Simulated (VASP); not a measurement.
# MnO (P-6m2) in VASP: a series of runs

Runs on MnO. Level: PBE+U. Tasks: single point.

Everything below comes from runs of VASP 6.6.1. Logs are shortened: lines on timing, memory, paths and dates and some standing lists are left out, and cuts for length are marked.

**1. Starting point**

It takes space group P-6m2 (No. 187, hexagonal). The conventional cell has a = 2.969 Å, b = 2.969 Å, c = 2.898 Å, α = 90.00°, β = 90.00°, γ = 120.00°. Around Mn (site symmetry -6m2) lie 6 O at 2.24 Å. Around O (site symmetry -6m2) lie 6 Mn at 2.24 Å.

Measurements of this composition are mostly on another form, of space group No. 225.

**2. Single point, PBE+U, collinear spin, ferromagnetic start**

Contents of INCAR:

```
PREC = Accurate
ENCUT = 520
EDIFF = 1E-6
ISMEAR = 0
SIGMA = 0.05
LREAL = F
LASPH = T
NELM = 150
ALGO = Normal
ISIF = 2
LWAVE = F
LCHARG = F
ISPIN = 2
MAGMOM = 4 0
LORBIT = 11
LMAXMIX = 4
LDAU = T
LDAUTYPE = 2
LDAUL = 2 -1
LDAUU = 6 0
LDAUJ = 0 0
LDAUPRINT = 1
GGA = PE
```

Contents of KPOINTS:

```
Automatic mesh
0
Gamma
  7 7 7
```

Contents of POSCAR:

```
MnO
1.0
    2.9694859100      0.0000000000      0.0000000000
   -1.4847429600      2.5716502300      0.0000000000
    0.0000000000      0.0000000000      2.8980711300
Mn O
1 1
Direct
    0.0000000000      0.0000000000      0.0000000000
    0.6666666667      0.3333333333      0.5000000000
```

Potentials or basis: VASP PAW PBE potentials, release 64 (Mn_pv, O).

Launch:

```sh
$ cat potpaw_PBE.64/Mn_pv/POTCAR potpaw_PBE.64/O/POTCAR > POTCAR
$ mpirun -np 1 vasp_std > vasp.out
```

OUTCAR:

```text
PREC = Accurate
   ENCUT = 520
   EDIFF = 1E-6
   ISMEAR = 0
   LREAL = F
   LASPH = T
   NELM = 150
   ISIF = 2
   ISPIN = 2
   LORBIT = 11
   GGA = PE

 ion  position               nearest neighbor table
   1  0.000  0.000  0.000-   2 2.24   2 2.24   2 2.24   2 2.24   2 2.24   2 2.24
   2  0.667  0.333  0.500-   1 2.24   1 2.24   1 2.24   1 2.24   1 2.24   1 2.24

  LATTYP: Found a hexagonal cell.
 ALAT       =     2.9694859100
 C/A-ratio  =     0.9759504567

  Lattice vectors:

 A1 = (   2.9694859100,   0.0000000000,   0.0000000000)
 A2 = (  -1.4847429600,   2.5716502300,   0.0000000000)
 A3 = (   0.0000000000,   0.0000000000,   2.8980711300)

Analysis of symmetry for initial positions (statically):
=====================================================================
 Subroutine PRICEL returns:
 Original cell was already a primitive cell.

 Routine SETGRP: Setting up the symmetry group for a
 hexagonal supercell.

 Subroutine GETGRP returns: Found 12 space group operations
 (whereof 12 operations were pure point group operations)
 out of a pool of 24 trial point group operations.

The static configuration has the point symmetry D_3h.

Analysis of symmetry for dynamics (positions and initial velocities):
=====================================================================
 Subroutine PRICEL returns:
 Original cell was already a primitive cell.

 Routine SETGRP: Setting up the symmetry group for a
 hexagonal supercell.

 Subroutine GETGRP returns: Found 12 space group operations
 (whereof 12 operations were pure point group operations)
 out of a pool of 24 trial point group operations.

The dynamic configuration has the point symmetry D_3h.

Analysis of structural, dynamic, and magnetic symmetry:
=====================================================================
 Subroutine PRICEL returns:
 Original cell was already a primitive cell.

 Routine SETGRP: Setting up the symmetry group for a
 hexagonal supercell.

 Subroutine GETGRP returns: Found 12 space group operations
 (whereof 12 operations were pure point group operations)
 out of a pool of 24 trial point group operations.

The overall configuration has the point symmetry D_3h.

 Subroutine INISYM returns: Found 12 space group operations
 (whereof 12 operations are pure point group operations),
 and found     1 'primitive' translations

----------------------------------------------------------------------------------------

                                     Primitive cell

  volume of cell :      22.1311

  direct lattice vectors                    reciprocal lattice vectors
     2.969485910  0.000000000  0.000000000     0.336758628  0.194427685  0.000000000
    -1.484742960  2.571650230  0.000000000     0.000000000  0.388855369  0.000000000
     0.000000000  0.000000000  2.898071130     0.000000000  0.000000000  0.345057093

  length of vectors
     2.969485910  2.969485909  2.898071130     0.388855369  0.388855369  0.345057093

  position of ions in fractional coordinates (direct lattice)
     0.000000000  0.000000000  0.000000000
     0.666666667  0.333333333  0.500000000

  ion indices of the primitive-cell ions
   primitive index   ion index
                 1           1
                 2           2

----------------------------------------------------------------------------------------

 KPOINTS: Automatic mesh

Automatic generation of k-mesh.
 Grid dimensions read from file:
 generate k-points for:    7    7    7

 Generating k-lattice:

  Cartesian coordinates                     Fractional coordinates (reciprocal lattice)
[... 67 lines left out ...]
   ISYM   =      2    0-nonsym 1-usesym 2-fastsym
   POTIM  = 0.5000    time-step for ionic-motion
   TEBEG  =    0.0;   TEEND  =   0.0 temperature during run
   PSTRESS=    0.0 pullay stress
   NELECT =      19.0000    total number of electrons
   NUPDOWN=      -1.0000    fix difference up-down
   EMIN   =  10.00;   EMAX   =-10.00  energy-range for DOS
   EFERMI =   0.00;   METHOD = LEGACY
   ISMEAR =     0;   SIGMA  =   0.05  broadening in eV -4-tet -1-fermi 0-gaus
   EFERMI_NEDOS =   21; number of points for ismear=-14 and -15
   IALGO  =     38    algorithm
   IMIX   =      4    mixing-type and parameters
     AMIX     =   0.40;   BMIX     =  1.00
     AMIX_MAG =   1.60;   BMIX_MAG =  1.00
  volume/ion in A,a.u.               =      11.07        74.67
  Fermi-wavevector in a.u.,A,eV,Ry     =   1.555937  2.940294 32.938881  2.420939
  Thomas-Fermi vector in A             =   2.659805
   LORBIT       =     11    0 simple, 1 ext, 2 COOP (PROOUT), +10 PAW based schemes
 LDA+U is selected, type is set to LDAUTYPE =  2
   angular momentum for each species LDAUL =     2   -1
   U (eV)           for each species LDAUU =   6.0  0.0
   J (eV)           for each species LDAUJ =   0.0  0.0
   GGA     = PE    functional components
   LHFCALC =     F    Hartree Fock is set to
   AEXX    =    0.0000 exact exchange contribution
   IVDW    =     0    specifies the selected vdW correction
   LEPSILON=     F    determine dielectric tensor
   LRPA    =     F    only Hartree local field effects (RPA)
 spin polarized calculation
 Gauss-broadening in eV      SIGMA  =   0.05
  energy-cutoff  :      520.00
  volume of cell :       22.13
 maximum number of plane-waves:       617
 NGX is ok and might be reduce to    24

atom =   1  type =  1  l = 2

 onsite density matrix

spin component  1

  0.9459 -0.0000  0.0000  0.0000  0.0000
 -0.0000  0.9738 -0.0000 -0.0000 -0.0000
  0.0000 -0.0000  0.9438  0.0000 -0.0000
  0.0000 -0.0000  0.0000  0.9738 -0.0000
  0.0000 -0.0000 -0.0000 -0.0000  0.9459

spin component  2

  0.0257  0.0000  0.0000 -0.0000 -0.0000
  0.0000  0.0535  0.0000 -0.0000  0.0000
  0.0000  0.0000  0.0169 -0.0000 -0.0000
 -0.0000 -0.0000 -0.0000  0.0535  0.0000
 -0.0000  0.0000 -0.0000  0.0000  0.0257

 occupancies and eigenvectors

  o =  0.0169  v =  0.0000  0.0000  0.0000  0.0000  0.0000 -0.0000 -0.0000  1.0000  0.0000  0.0000      0.0000  0.0000  0.0000  0.0000  0.0000  0.0000  0.0000  0.0000  0.0000  0.0000
  o =  0.0257  v =  0.0000  0.0000  0.0000  0.0000  0.0000 -0.7058  0.0000 -0.0000 -0.0000 -0.7085      0.0000  0.0000  0.0000  0.0000  0.0000  0.0000  0.0000  0.0000  0.0000  0.0000
  o =  0.0257  v =  0.0000  0.0000  0.0000  0.0000  0.0000  0.7085  0.0000  0.0000  0.0000 -0.7058      0.0000  0.0000  0.0000  0.0000  0.0000  0.0000  0.0000  0.0000  0.0000  0.0000
  o =  0.0535  v =  0.0000  0.0000  0.0000  0.0000  0.0000  0.0000 -0.9074 -0.0000 -0.4203 -0.0000      0.0000  0.0000  0.0000  0.0000  0.0000  0.0000  0.0000  0.0000  0.0000  0.0000
  o =  0.0535  v =  0.0000  0.0000  0.0000  0.0000  0.0000 -0.0000 -0.4203 -0.0000  0.9074  0.0000      0.0000  0.0000  0.0000  0.0000  0.0000  0.0000  0.0000  0.0000  0.0000  0.0000
  o =  0.9438  v =  0.0000 -0.0000 -1.0000  0.0000 -0.0000  0.0000  0.0000  0.0000  0.0000  0.0000      0.0000  0.0000  0.0000  0.0000  0.0000  0.0000  0.0000  0.0000  0.0000  0.0000
  o =  0.9459  v =  0.6379 -0.0000 -0.0000  0.0000  0.7701  0.0000  0.0000  0.0000  0.0000  0.0000      0.0000  0.0000  0.0000  0.0000  0.0000  0.0000  0.0000  0.0000  0.0000  0.0000
  o =  0.9459  v = -0.7701 -0.0000 -0.0000  0.0000  0.6379  0.0000  0.0000  0.0000  0.0000  0.0000      0.0000  0.0000  0.0000  0.0000  0.0000  0.0000  0.0000  0.0000  0.0000  0.0000
  o =  0.9738  v =  0.0000  0.9074 -0.0000  0.4203  0.0000  0.0000  0.0000  0.0000  0.0000  0.0000      0.0000  0.0000  0.0000  0.0000  0.0000  0.0000  0.0000  0.0000  0.0000  0.0000
  o =  0.9738  v =  0.0000 -0.4203  0.0000  0.9074 -0.0000  0.0000  0.0000  0.0000  0.0000  0.0000      0.0000  0.0000  0.0000  0.0000  0.0000  0.0000  0.0000  0.0000  0.0000  0.0000

 number of electron      18.9999986 magnetization       5.0001859

 Free energy of the ion-electron system (eV)
  ---------------------------------------------------
  ext. energy  EPLUGINS =         0.00000000
  ---------------------------------------------------
  free energy    TOTEN  =       -14.55225452 eV

  energy without entropy =      -14.55225452  energy(sigma->0) =      -14.55225452

 E-fermi :   6.3487     XC(G=0): -11.7514

 val. band max:        6.1195345024   @ k =   0.4286   0.0000   0.4286
 cond. band min:       6.5636053034   @ k =   0.0000   0.0000   0.0000
 fundamental gap:      0.4440708010
 Fermi energy:         6.3486674657

 spin component 1

 k-point     1 :       0.0000    0.0000    0.0000
  band No.  band energies     occupation
      1     -43.3358      1.00000
      2     -43.3358      1.00000
      3     -43.1861      1.00000
      4     -12.2487      1.00000
      5       0.5962      1.00000
      6       0.7493      1.00000
      7       0.7493      1.00000
      8       2.2508      1.00000
      9       2.2508      1.00000
     10       3.8609      1.00000
     11       5.6309      1.00000
     12       5.6309      1.00000
[... 841 lines left out ...]
      4     -10.6961      1.00000
      5       1.9663      1.00000
      6       2.5091      1.00000
      7       2.8656      1.00000
      8       9.8121      0.00000
      9      11.8578      0.00000
     10      12.2009      0.00000
     11      12.4119      0.00000
     12      12.7945      0.00000
     13      15.7711      0.00000
     14      17.1502      0.00000
     15      20.0329      0.00000

 [... further k-points ...]
[... 5 lines left out ...]
  --------------------------------------------------------------------------------------
  -------------------------------------------------------------------------------------
  Total        2.0183756      2.0183756     -0.7795062     -0.0000000      0.0000000      0.0000000
  in kB      146.1202373    146.1202368    -56.4323265     -0.0000003      0.0000000      0.0000000
  external PRESSURE =      78.6027159 kB  Pullay stress =       0.0000000 kB

 VOLUME and BASIS-vectors are now :
 -----------------------------------------------------------------------------
  energy-cutoff  :      520.00
  volume of cell :       22.13
      direct lattice vectors                 reciprocal lattice vectors
     2.969485910  0.000000000  0.000000000     0.336758628  0.194427685  0.000000000
    -1.484742960  2.571650230  0.000000000     0.000000000  0.388855369  0.000000000
     0.000000000  0.000000000  2.898071130     0.000000000  0.000000000  0.345057093

 POSITION                                       TOTAL-FORCE (eV/Angst)
 -----------------------------------------------------------------------------------
      0.00000      0.00000      0.00000         0.000000     -0.000000      0.000000
      1.48474      0.85722      1.44904        -0.000000      0.000000      0.000000
 -----------------------------------------------------------------------------------
    total drift:                               -0.000000      0.000000      0.000000

  FREE ENERGIE OF THE ION-ELECTRON SYSTEM (eV)
  ---------------------------------------------------
  free  energy   TOTEN  =       -14.5522545204 eV

  energy  without entropy=      -14.5522545204  energy(sigma->0) =      -14.55225452

 total charge

# of ion       s       p       d       tot
------------------------------------------
    1        0.216   6.190   4.939  11.345
    2        1.556   3.448   0.000   5.005
--------------------------------------------------
tot          1.772   9.639   4.939  16.350

 magnetization (x)

# of ion       s       p       d       tot
------------------------------------------
    1        0.032   0.036   4.597   4.666
    2        0.018   0.092   0.000   0.110
--------------------------------------------------
tot          0.051   0.128   4.597   4.776
```

Run time: 12 s. Hardware: 1 thread of Intel Xeon Platinum 8488C (Sapphire Rapids), shared host; peak memory 0.15 GiB.

Results:

| Property | Result |
| --- | --- |
| Free energy | -14.5523 eV |
| Pressure | 7.9 GPa |
| Band gap on the k mesh | 0.44 eV, indirect (least direct gap 0.93 eV) |
| Net moment | 5.00 μB per cell |
| Site moments | Mn +4.67; O +0.11 μB |
| Valence electrons inside the program's atomic spheres | Mn 11.35; O 5.00 |

Eigenvalues of the final occupation matrices:
| site | spin | trace | eigenvalues |
| --- | --- | --- | --- |
| site 1 d | 1 | 4.78 | 0.94 0.95 0.95 0.97 0.97 |
| site 1 d | 2 | 0.18 | 0.02 0.03 0.03 0.05 0.05 |

Caveat: an odd mesh through Γ misses points on the zone boundary, where band edges often lie; a cell with one magnetic atom can't hold antiferromagnetic order, which such compounds often take.

**3. Single point, PBE+U, collinear spin, antiferromagnetic start**

This run uses another cell than the first one: it holds 4 atoms, not 2.

Contents of INCAR:

```
SYSTEM = MnO
PREC = Accurate
ENCUT = 520
EDIFF = 1E-6
ISMEAR = 0
SIGMA = 0.05
LREAL = .FALSE.
LASPH = .TRUE.
NELM = 150
ALGO = Normal
ISIF = 2
LWAVE = .FALSE.
LCHARG = .TRUE.
ISPIN = 2
MAGMOM = 4 -4 0 0
LORBIT = 11
LMAXMIX = 4
LDAU = .TRUE.
LDAUTYPE = 2
LDAUL = 2 -1
LDAUU = 6 0
LDAUJ = 0 0
LDAUPRINT = 1
GGA = PE
LELF = .TRUE.
LVHAR = .TRUE.
```

Contents of KPOINTS:

```
regular mesh
0
G
  7 7 7
  0 0 0
```

Contents of POSCAR:

```
MnO
1.0
   -1.4847429600      2.5716502300      2.8980711300
    2.9694859100      0.0000000000      2.8980711300
    1.4847429500      2.5716502300      0.0000000000
Mn O
2 2
Direct
    0.0000000000      0.0000000000      0.0000000000
    0.5000000000      0.5000000000      0.5000000000
    0.0833333333      0.4166666667      0.2500000000
    0.5833333333      0.9166666667      0.7500000000
```

Potentials or basis: VASP PAW PBE potentials, release 64 (Mn_pv, O).

Launch:

```sh
$ cat potpaw_PBE.64/Mn_pv/POTCAR potpaw_PBE.64/O/POTCAR > POTCAR
$ mpirun -np 1 vasp_std > vasp.out
```

Wall time 74 s (1 thread of Intel Xeon Platinum 8488C (Sapphire Rapids), shared host); peak memory 0.24 GiB.

It converged, with:

* Free energy: -29.3440 eV
* Pressure: 4.7 GPa
* Largest force: 0.042 eV/Å
* Band gap on the k mesh: 1.02 eV
* Net moment: 0.00 μB per cell
* Site moments: Mn +4.63, -4.63; O +0.00 μB
* Valence electrons inside the program's atomic spheres: Mn 11.34; O 5.00

Forces on the atoms (eV/Å):
```
Mn   0.036 -0.021  0.000
Mn   0.036 -0.021  0.000
O   -0.036  0.021  0.000
O   -0.036  0.021  0.000
```

Stress tensor (GPa, compression positive):
```
10.71  1.06  0.00
 1.06 11.94  0.00
 0.00  0.00 -8.55
```

Levels at points of the mesh, in eV from the valence-band top:
Spin up:
| k point | band 17 | band 18 | band 19 | band 20 | band 21 | band 22 |
| --- | --- | --- | --- | --- | --- | --- |
| (0.00, 0.00, 0.00) | -1.03 | -0.89 | -0.85 | 1.02 | 3.56 | 5.21 |
Spin down:
| k point | band 16 | band 17 | band 18 | band 19 | band 20 | band 21 | band 22 | band 23 |
| --- | --- | --- | --- | --- | --- | --- | --- | --- |
| (0.00, 0.00, 0.00) | -2.12 | -1.03 | -0.89 | -0.85 | 1.02 | 3.56 | 5.21 | 5.70 |

Eigenvalues of the final occupation matrices:
```csv
site,spin,trace,eigenvalues
site 1 d,1,4.76,0.93 0.94 0.94 0.97 0.97
site 1 d,2,0.19,0.02 0.03 0.03 0.05 0.06
site 2 d,1,0.19,0.02 0.03 0.03 0.05 0.06
site 2 d,2,4.76,0.93 0.94 0.94 0.97 0.97
```

Caveat: an odd mesh through Γ misses points on the zone boundary, where band edges often lie. The state reached can hang on the start; a lower one may exist.

**4. Single point, PBE+U, collinear spin, ferrimagnetic start**

This run uses another cell than the first one: it holds 4 atoms, not 2.

Contents of INCAR:

```
  PREC = Accurate
  ENCUT = 520
  EDIFF = 1E-7
  ISMEAR = 0
  SIGMA = 0.05
  LREAL = False
  LASPH = True
  NELM = 120
  ALGO = Normal
  ISIF = 2
  LWAVE = False
  LCHARG = False
  ISPIN = 2
  MAGMOM = 4 -2 0 0
  LORBIT = 11
  LMAXMIX = 4
  LDAU = True
  LDAUTYPE = 2
  LDAUL = 2 -1
  LDAUU = 6 0
  LDAUJ = 0 0
  LDAUPRINT = 1
  GGA = PE
  NBANDS = 31
```

Contents of KPOINTS:

```
regular mesh
0
Gamma
  7 7 4
```

Contents of POSCAR:

```
MnO
1.0
    2.9694859100      0.0000000000      0.0000000000
   -1.4847429600      2.5716502300      0.0000000000
    0.0000000000      0.0000000000      5.7961422600
Mn O
2 2
Direct
    0.0000000000      0.0000000000      0.0000000000
    0.0000000000      0.0000000000      0.5000000000
    0.6666666667      0.3333333333      0.2500000000
    0.6666666667      0.3333333333      0.7500000000
```

Launch:

```sh
$ cat potpaw_PBE.64/Mn_pv/POTCAR potpaw_PBE.64/O/POTCAR > POTCAR
$ mpirun -np 1 vasp_std > vasp.out
```

Wall time 42 s (1 thread of Intel Xeon Platinum 8488C (Sapphire Rapids), shared host); peak memory 0.2 GiB.

The run converged. Its results:

```
Free energy                                           : -29.2315 eV
Pressure                                              : 5.6 GPa
Band gap on the k mesh                                : 1.82 eV
Net moment                                            : 0.00 μB per cell
Site moments                                          : Mn +4.61, -4.61; O +0.00 μB
Valence electrons inside the program's atomic spheres : Mn 11.35; O 5.00
```

Stress tensor (GPa, compression positive):
```
12.90  0.00  0.00
 0.00 12.90  0.00
 0.00  0.00 -8.99
```

Levels at points of the mesh, in eV from the valence-band top:
Spin up:
| k point | band 15 | band 16 | band 17 | band 18 | band 19 | band 20 | band 21 | band 22 | band 23 | band 24 |
| --- | --- | --- | --- | --- | --- | --- | --- | --- | --- | --- |
| (0.00, 0.00, 0.00) | -1.38 | -0.31 | -0.31 | -0.07 | -0.07 | 1.82 | 5.14 | 5.98 | 5.98 | 6.72 |
| (0.00, 0.00, 0.50) | -2.47 | -0.29 | -0.29 | -0.13 | -0.13 | 3.90 | 4.44 | 5.41 | 6.02 | 6.02 |
Spin down:
```
           k point  band 16  band 17  band 18  band 19  band 20  band 21  band 22  band 23
(0.00, 0.00, 0.00)    -0.31    -0.31    -0.07    -0.07     1.82     5.14     5.98     5.98
(0.00, 0.00, 0.50)    -0.29    -0.29    -0.13    -0.13     3.90     4.44     5.41     6.02
```

Eigenvalues of the final occupation matrices:
```csv
site,spin,trace,eigenvalues
site 1 d,1,4.77,0.94 0.94 0.94 0.97 0.97
site 1 d,2,0.19,0.02 0.03 0.03 0.06 0.06
site 2 d,1,0.19,0.02 0.03 0.03 0.06 0.06
site 2 d,2,4.77,0.94 0.94 0.94 0.97 0.97
```

Caveat: an odd mesh through Γ misses points on the zone boundary, where band edges often lie.

**5. The runs side by side**

```tsv
spin	k mesh	supercell matrix	gap on the mesh (eV)	pressure (GPa)	moment (μB)
collinear, ferromagnetic start	7 × 7 × 7	-	0.44	7.9	5.00
collinear, antiferromagnetic start	7 × 7 × 7	[0, 1, 1, 1, 0, 1, 1, 1, 0]	1.02	4.7	0.00
collinear, ferrimagnetic start	7 × 7 × 4	[1, 0, 0, 0, 1, 0, 0, 0, 2]	1.82	5.6	0.00
```

Alike in all rows: task single point; level PBE+U; potentials or basis VASP PAW PBE potentials, release 64 (Mn_pv, O); Mn d U = 6 eV; cell as given; cutoff (eV) 520; smearing gaussian 0.05 eV.

On the cell as given the gap runs from 0.44 eV (PBE+U) to 1.82 eV (PBE+U); the meshes differ, which moves gaps too.

Caveats: an odd mesh through Γ misses points on the zone boundary, where band edges often lie; a cell with one magnetic atom can't hold antiferromagnetic order, which such compounds often take (some runs).

Absolute energies hang on the potentials; compare differences alone.
